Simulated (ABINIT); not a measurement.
An input for ABINIT 10.8.3 (patched build) (Be):

File run.py:

```python
import json, os
import numpy as np
from ase.units import GPa
from ase.calculators.abinit import Abinit, AbinitProfile
from ase.io import read

atoms = read('POSCAR')

profile = AbinitProfile(command='abinit', pp_paths=[os.path.abspath('pseudos')])
params = dict(
    pps='fhi', xc='PBE',
    ecut=408.1708,
    pawecutdg=816.3416,
    kptopt=1,
    ngkpt=[15, 15, 15],
    nshiftk=1,
    shiftk=[0.0, 0.0, 0.0],
    ixc=27,
    nband=6,
    occopt=6,
    tsmear=0.05,
    nstep=80,
    tolvrs=1e-09,
    prtwf=0,
    prtden=0,
)

atoms.calc = Abinit(profile=profile, directory='run', **params)
energy = atoms.get_potential_energy()
forces = atoms.get_forces()
stress = atoms.get_stress()
print(f'energy {energy:.6f} eV')
print('forces (eV/A)')
print(np.round(forces, 5))
print('stress (GPa, Voigt, tension positive)', np.round(stress / GPa, 4))
json.dump(dict(energy=energy, forces=forces.tolist(), stress=stress.tolist(), cell=atoms.cell.tolist(), frac=atoms.get_scaled_positions(wrap=False).tolist()), open('results.json', 'w'))
```

Contents of POSCAR:

```
Be
1.0
   -1.2531209513      1.2531209513      1.2531209513
    1.2531209513     -1.2531209513      1.2531209513
    1.2531209513      1.2531209513     -1.2531209513
Be
1
Direct
    0.0000000000      0.0000000000      0.0000000000
```

Potentials or basis: JTH PAW PBE v2.0.

The run is started by

```console
$ python run.py
```

Task: Does this run start?

Result: The run stopped without a result. It printed:

Output:

```text
Traceback (most recent call last):
  File "./run.py", line 29, in <module>
  File "ase/atoms.py", line 1971, in get_potential_energy
  File "ase/abc.py", line 25, in get_potential_energy
  File "ase/calculator.py", line 517, in get_property
  File "ase/genericfileio.py", line 335, in calculate
  File "ase/genericfileio.py", line 326, in write_inputfiles
  File "ase/abinit.py", line 79, in write_input
  File "ase/io/abinit.py", line 560, in prepare_abinit_input
  File "ase/io/abinit.py", line 739, in get_ppp_list
RuntimeError: Could not find gga pseudopotential fhi for Be in ['./pseudos']
```
